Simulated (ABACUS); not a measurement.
An input for ABACUS 3.10.1 (PbS (Galena)):

Contents of run_abacus.py:

```python
"""ABACUS run from a structure file: ASE reads it, the script writes STRU, KPT and INPUT."""
import re
import subprocess
import spglib
from ase import Atoms
from ase.io import read
from ase.units import Bohr

atoms = read("PbS.cif")
cell, frac, numbers = spglib.standardize_cell((atoms.cell[:], atoms.get_scaled_positions(), atoms.numbers), to_primitive=True, symprec=1e-4)
atoms = Atoms(numbers=numbers, cell=cell, scaled_positions=frac, pbc=True)  # the primitive cell
atoms = atoms[(-atoms.numbers).argsort(kind="stable")]  # ABACUS lists atoms element by element
pseudo = {'Pb': 'Pb.pbe-dn-kjpaw_psl.0.2.2.UPF', 'S': 's_pbe_v1.4.uspp.F.UPF'}
orbital = {}
magmoms = None
kmesh = [6, 6, 6]
params = {
    'suffix': 'PbS',
    'calculation': 'scf',
    'basis_type': 'pw',
    'pseudo_dir': './',
    'symmetry': 1,
    'dft_functional': 'GGA_X_B88+GGA_C_LYP',
    'ecutwfc': 55,
    'pseudo_rcut': 10,
    'nspin': 1,
    'nbands': 20,
    'ks_solver': 'dav',
    'smearing_method': 'fd',
    'smearing_sigma': 0.00367493,
    'scf_thr': 1e-08,
    'scf_nmax': 100,
    'mixing_type': 'broyden',
    'mixing_beta': 0.7,
    'cal_force': 1,
    'cal_stress': 1,
    'ecutrho': 440,
    'out_chg': 1,
    'kpar': 4,
}

symbols = atoms.get_chemical_symbols()
elements = list(dict.fromkeys(symbols))
lines = ["ATOMIC_SPECIES"] + [f"{e} {atoms.get_masses()[symbols.index(e)]:.4f} {pseudo[e]}" for e in elements]
if orbital:
    lines += ["", "NUMERICAL_ORBITAL"] + [orbital[e] for e in elements]
lines += ["", "LATTICE_CONSTANT", f"{1 / Bohr:.10f}", "", "LATTICE_VECTORS"]
lines += [" ".join(f"{x:.10f}" for x in v) for v in atoms.cell]
lines += ["", "ATOMIC_POSITIONS", "Direct"]
for e in elements:
    lines += ["", e, "0.0", str(symbols.count(e))]
    for i, p in enumerate(atoms.get_scaled_positions(wrap=False)):
        if symbols[i] == e:
            mag = "" if magmoms is None else " mag " + " ".join(str(x) for x in (magmoms[i] if isinstance(magmoms[i], list) else [magmoms[i]]))
            lines.append(" ".join(f"{x:.10f}" for x in p) + " 1 1 1" + mag)
open("STRU", "w").write("\n".join(lines) + "\n")
open("KPT", "w").write("K_POINTS\n0\nGamma\n%d %d %d 0 0 0\n" % tuple(kmesh))
open("INPUT", "w").write("INPUT_PARAMETERS\n" + "".join(f"{k:<20s}{v}\n" for k, v in params.items()))

done = subprocess.run(['mpirun', '-np', '4', 'abacus'])
if done.returncode:
    raise SystemExit(done.returncode)
log = open("OUT.PbS/running_scf.log").read()
print("final energy (eV):", re.findall(r"FINAL_ETOT_IS (\S+)", log))
```

Contents of PbS.cif:

```cif
data_PbS
_cell_length_a 5.93150000
_cell_length_b 5.93150000
_cell_length_c 5.93150000
_cell_angle_alpha 90.00000000
_cell_angle_beta 90.00000000
_cell_angle_gamma 90.00000000
_space_group_name_H-M_alt 'Fm-3m'
_space_group_name_Hall '-F 4 2 3'
_space_group_IT_number 225
loop_
_space_group_symop_operation_xyz
'x,y,z'
'-x,-y,-z'
'-y,x,z'
'y,-x,-z'
'-x,-y,z'
'x,y,-z'
'y,-x,z'
'-y,x,-z'
'x,-y,-z'
'-x,y,z'
'-y,-x,-z'
'y,x,z'
'-x,y,-z'
'x,-y,z'
'y,x,-z'
'-y,-x,z'
'z,x,y'
'-z,-x,-y'
'z,-y,x'
'-z,y,-x'
'z,-x,-y'
'-z,x,y'
'z,y,-x'
'-z,-y,x'
'-z,x,-y'
'z,-x,y'
'-z,-y,-x'
'z,y,x'
'-z,-x,y'
'z,x,-y'
'-z,y,x'
'z,-y,-x'
'y,z,x'
'-y,-z,-x'
'x,z,-y'
'-x,-z,y'
'-y,z,-x'
'y,-z,x'
'-x,z,y'
'x,-z,-y'
'-y,-z,x'
'y,z,-x'
'-x,-z,-y'
'x,z,y'
'y,-z,-x'
'-y,z,x'
'x,-z,y'
'-x,z,-y'
'x,y+1/2,z+1/2'
'-x,-y+1/2,-z+1/2'
'-y,x+1/2,z+1/2'
'y,-x+1/2,-z+1/2'
'-x,-y+1/2,z+1/2'
'x,y+1/2,-z+1/2'
'y,-x+1/2,z+1/2'
'-y,x+1/2,-z+1/2'
'x,-y+1/2,-z+1/2'
'-x,y+1/2,z+1/2'
'-y,-x+1/2,-z+1/2'
'y,x+1/2,z+1/2'
'-x,y+1/2,-z+1/2'
[... 41 lines left out ...]
'y+1/2,-x,z+1/2'
'-y+1/2,x,-z+1/2'
'x+1/2,-y,-z+1/2'
'-x+1/2,y,z+1/2'
'-y+1/2,-x,-z+1/2'
'y+1/2,x,z+1/2'
'-x+1/2,y,-z+1/2'
'x+1/2,-y,z+1/2'
'y+1/2,x,-z+1/2'
'-y+1/2,-x,z+1/2'
'z+1/2,x,y+1/2'
'-z+1/2,-x,-y+1/2'
'z+1/2,-y,x+1/2'
'-z+1/2,y,-x+1/2'
'z+1/2,-x,-y+1/2'
'-z+1/2,x,y+1/2'
'z+1/2,y,-x+1/2'
'-z+1/2,-y,x+1/2'
'-z+1/2,x,-y+1/2'
'z+1/2,-x,y+1/2'
'-z+1/2,-y,-x+1/2'
'z+1/2,y,x+1/2'
'-z+1/2,-x,y+1/2'
'z+1/2,x,-y+1/2'
'-z+1/2,y,x+1/2'
'z+1/2,-y,-x+1/2'
'y+1/2,z,x+1/2'
'-y+1/2,-z,-x+1/2'
'x+1/2,z,-y+1/2'
'-x+1/2,-z,y+1/2'
'-y+1/2,z,-x+1/2'
'y+1/2,-z,x+1/2'
'-x+1/2,z,y+1/2'
'x+1/2,-z,-y+1/2'
'-y+1/2,-z,x+1/2'
'y+1/2,z,-x+1/2'
'-x+1/2,-z,-y+1/2'
'x+1/2,z,y+1/2'
'y+1/2,-z,-x+1/2'
'-y+1/2,z,x+1/2'
'x+1/2,-z,y+1/2'
'-x+1/2,z,-y+1/2'
'x+1/2,y+1/2,z'
'-x+1/2,-y+1/2,-z'
'-y+1/2,x+1/2,z'
'y+1/2,-x+1/2,-z'
'-x+1/2,-y+1/2,z'
'x+1/2,y+1/2,-z'
'y+1/2,-x+1/2,z'
'-y+1/2,x+1/2,-z'
'x+1/2,-y+1/2,-z'
'-x+1/2,y+1/2,z'
'-y+1/2,-x+1/2,-z'
'y+1/2,x+1/2,z'
'-x+1/2,y+1/2,-z'
'x+1/2,-y+1/2,z'
'y+1/2,x+1/2,-z'
'-y+1/2,-x+1/2,z'
'z+1/2,x+1/2,y'
'-z+1/2,-x+1/2,-y'
'z+1/2,-y+1/2,x'
'-z+1/2,y+1/2,-x'
'z+1/2,-x+1/2,-y'
'-z+1/2,x+1/2,y'
'z+1/2,y+1/2,-x'
'-z+1/2,-y+1/2,x'
'-z+1/2,x+1/2,-y'
'z+1/2,-x+1/2,y'
'-z+1/2,-y+1/2,-x'
'z+1/2,y+1/2,x'
'-z+1/2,-x+1/2,y'
'z+1/2,x+1/2,-y'
'-z+1/2,y+1/2,x'
'z+1/2,-y+1/2,-x'
'y+1/2,z+1/2,x'
'-y+1/2,-z+1/2,-x'
'x+1/2,z+1/2,-y'
'-x+1/2,-z+1/2,y'
'-y+1/2,z+1/2,-x'
'y+1/2,-z+1/2,x'
'-x+1/2,z+1/2,y'
'x+1/2,-z+1/2,-y'
'-y+1/2,-z+1/2,x'
'y+1/2,z+1/2,-x'
'-x+1/2,-z+1/2,-y'
'x+1/2,z+1/2,y'
'y+1/2,-z+1/2,-x'
'-y+1/2,z+1/2,x'
'x+1/2,-z+1/2,y'
'-x+1/2,z+1/2,-y'
loop_
_atom_site_label
_atom_site_type_symbol
_atom_site_symmetry_multiplicity
_atom_site_Wyckoff_symbol
_atom_site_fract_x
_atom_site_fract_y
_atom_site_fract_z
_atom_site_occupancy
Pb1 Pb 4 a 0.0000000000 0.0000000000 0.0000000000 1
S1 S 4 b 0.5000000000 0.0000000000 0.0000000000 1
```

Potentials or basis: SSSP 1.3 efficiency PBE, plane waves.

The run is started by

```bash
$ OMP_NUM_THREADS=1 python run_abacus.py > log
```

Q: How does this run end?

A: The run stopped without a result. It printed:

running log:

```text
ABACUS v3.10.1

               Atomic-orbital Based Ab-initio Computation at UStc

 ------------------------------------------------------------------------------------

 READING GENERAL INFORMATION
                           global_out_dir = OUT.PbS/
                           global_in_card = INPUT
                               pseudo_dir = ./
[... 40 lines left out ...]
 The esolver type has been set to : ksdft_pw

 !!!!!!!!!!!!!!!!!!!!!!!!!!!!!!!!!!!!!!!!!!!!!!!!!!!!!!!!!
                         NOTICE
 !!!!!!!!!!!!!!!!!!!!!!!!!!!!!!!!!!!!!!!!!!!!!!!!!!!!!!!!!

 PAW POTENTIAL IS NOT SUPPORTED
 CHECK IN FILE : OUT.PbS/warning.log

 !!!!!!!!!!!!!!!!!!!!!!!!!!!!!!!!!!!!!!!!!!!!!!!!!!!!!!!!!
                         NOTICE
 !!!!!!!!!!!!!!!!!!!!!!!!!!!!!!!!!!!!!!!!!!!!!!!!!!!!!!!!!
 Check in file : OUT.PbS/warning.log
```

On the terminal:

```text
ABACUS v3.10.1

               Atomic-orbital Based Ab-initio Computation at UStc

 !!!!!!!!!!!!!!!!!!!!!!!!!!!!!!!!!!!!!!!!!!!!!!!!!!!!!!!!!
                         NOTICE
 !!!!!!!!!!!!!!!!!!!!!!!!!!!!!!!!!!!!!!!!!!!!!!!!!!!!!!!!!

 PAW POTENTIAL IS NOT SUPPORTED
 CHECK IN FILE : OUT.PbS/warning.log

 !!!!!!!!!!!!!!!!!!!!!!!!!!!!!!!!!!!!!!!!!!!!!!!!!!!!!!!!!
                         NOTICE
 !!!!!!!!!!!!!!!!!!!!!!!!!!!!!!!!!!!!!!!!!!!!!!!!!!!!!!!!!
```
